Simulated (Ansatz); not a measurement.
**Se: response to strain**

Se is deformed so: equal xy, yz and zx engineering shear strains of +1 %. What stress and forces result, by LAPW, PAW and all-electron datasets made for the crystal?

Method: DFT PBEsol, scalar-relativistic, in Ansatz 0.2.0.

## (1) Starting point

It takes space group R-3 (No. 148, trigonal). Conventional cell: a = 11.362 Å, b = 11.362 Å, c = 4.429 Å, α = 90.00°, β = 90.00°, γ = 120.00°. Around Se (site symmetry 1) lie 2 Se at 2.36 Å.

Coordinates:

```
CELL_PARAMETERS angstrom
5.68100 3.27993 1.47633
-5.68100 3.27993 1.47633
0.00000 -6.55985 1.47633
ATOMIC_POSITIONS crystal
Se 0.28066 0.16251 0.91818
Se 0.91818 0.28066 0.16251
Se 0.16251 0.91818 0.28066
Se 0.71934 0.83749 0.08182
Se 0.08182 0.71934 0.83749
Se 0.83749 0.08182 0.71934
```

Atoms are numbered in the order of the input: Se1, Se2, Se3, Se4, Se5, Se6.

## (2) The deformed structure

Space group R-3 before, P-1 after.

## (3) LAPW, all electrons

File input.yaml:

```yaml
crystal:
  lattice:
    - [5.7047811459, 3.3157134488, 1.5211346333]
    - [-5.6572185779, 3.2589034502, 1.4643246347]
    - [-0.025417618, -6.5524719491, 1.443530732]
  atoms:
    - { symbol: Se, position: [0.28066, 0.16251, 0.91818] }
    - { symbol: Se, position: [0.91818, 0.28066, 0.16251] }
    - { symbol: Se, position: [0.16251, 0.91818, 0.28066] }
    - { symbol: Se, position: [0.71934, 0.83749, 0.08182] }
    - { symbol: Se, position: [0.08182, 0.71934, 0.83749] }
    - { symbol: Se, position: [0.83749, 0.08182, 0.71934] }
kpoints:
  mp_grid: { grid: [6, 6, 6] }
  band_path:
    path:
      - [0.0, 0.0, 0.0]
      - [-0.5, 0.0, 0.0]
      - [-0.5, 0.0, 0.5]
      - [0.0, 0.0, 0.0]
      - [-0.5, 0.5, 0.0]
      - [0.5, 0.5, -0.5]
      - [0.0, 0.0, 0.0]
      - [0.0, 0.5, -0.5]
      - [0.0, 0.5, 0.0]
    npoints: 5
scf:
  occupations: { method: fermi_dirac, width: 0.01 }
hamiltonian:
  xc: pbesol
  pseudopotentials: { kind: all_electron, lapw: { basis_error: 0.001 } }
output:
  forces: true
  stress: true
  eigenvalues: true
```

Run with:

```
ansatz run input.yaml --threads 2 --pin off --max-ram 8192MiB --backend cpu --events-out ev --progress --plain --runs-dir out
```

## (4) Frozen-core PAW

input.yaml: that of step 3 with these lines changed.

```diff
@@ -14,14 +14,2 @@
   mp_grid: { grid: [6, 6, 6] }
-  band_path:
-    path:
-      - [0.0, 0.0, 0.0]
-      - [-0.5, 0.0, 0.0]
-      - [-0.5, 0.0, 0.5]
-      - [0.0, 0.0, 0.0]
-      - [-0.5, 0.5, 0.0]
-      - [0.5, 0.5, -0.5]
-      - [0.0, 0.0, 0.0]
-      - [0.0, 0.5, -0.5]
-      - [0.0, 0.5, 0.0]
-    npoints: 5
 scf:
@@ -30,3 +18,3 @@
   xc: pbesol
-  pseudopotentials: { kind: all_electron, lapw: { basis_error: 0.001 } }
+  pseudopotentials: { kind: paw }
 output:
@@ -35 +23,2 @@
   eigenvalues: true
+  efg: { contact_densities: true }
```

## (5) Datasets made for this crystal

input.yaml: that of step 4 with these lines changed.

```diff
@@ -18,3 +18,3 @@
   xc: pbesol
-  pseudopotentials: { kind: paw }
+  pseudopotentials: { kind: all_electron, datasets: crystal }
 output:
```

(Steps that only read results are left out.)

What does the calculation give? Wanted: pressure; largest shear or deviatoric stress.

The runs gave:

```
                                 quantity                                           value
                                 pressure  LAPW 0.11, PAW 0.11, crystal datasets 0.11 GPa
largest shear or deviatoric stress (LAPW)                                        0.44 GPa
```

What this shows: The largest part of the stress beyond the pressure is 0.44 GPa in size, in the xz component; the atoms are carried along and not relaxed. No run of the undeformed cell stands beside it, so the pressure holds what the given cell had before the change. PAW: stress within 0.01 GPa of LAPW, forces within 4 meV/Å. Crystal datasets: stress within 0.01 GPa of LAPW, forces within 1 meV/Å.
